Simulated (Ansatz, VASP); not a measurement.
# MgSe: VASP beside Ansatz

```xyz
2
Lattice="0.0000 2.7545 2.7545 2.7545 0.0000 2.7545 2.7545 2.7545 0.0000" Properties=species:S:1:pos:R:3 pbc="T T T"
Mg    0.0000    0.0000    0.0000
Se    2.7545    2.7545    2.7545
```

Alike in both runs: task single point; functional r2SCAN; k mesh 8 × 8 × 8; occupations gaussian, width 0.02 eV; no spin polarisation.

|  | VASP | Ansatz |
| --- | --- | --- |
| version | VASP 6.6.1 | Ansatz 0.2.0 |
| potentials or method | VASP PAW PBE potentials, release 64 (Mg, Se) | scalar-relativistic, plane waves, PAW |
| plane-wave cutoff (eV) | 520 | 500 |
| valence electrons in the cell | 8 | 26 |

```tsv
	VASP	Ansatz	Ansatz less VASP
gap on the k mesh at the Fermi level (eV)	2.40	2.44	+0.038
least direct gap on the mesh (eV)	3.27	3.30	+0.029
```

With one functional, cell and mesh, what is left measures potentials, basis and numerics. The two sets of potentials don't hold the same shells in valence.

Caveats: the PAW data sets were made with another functional, which shifts forces and pressure a little (VASP). r2SCAN opens gaps a little over a GGA but as a rule still falls short of measured ones. A k mesh can miss the band edges.
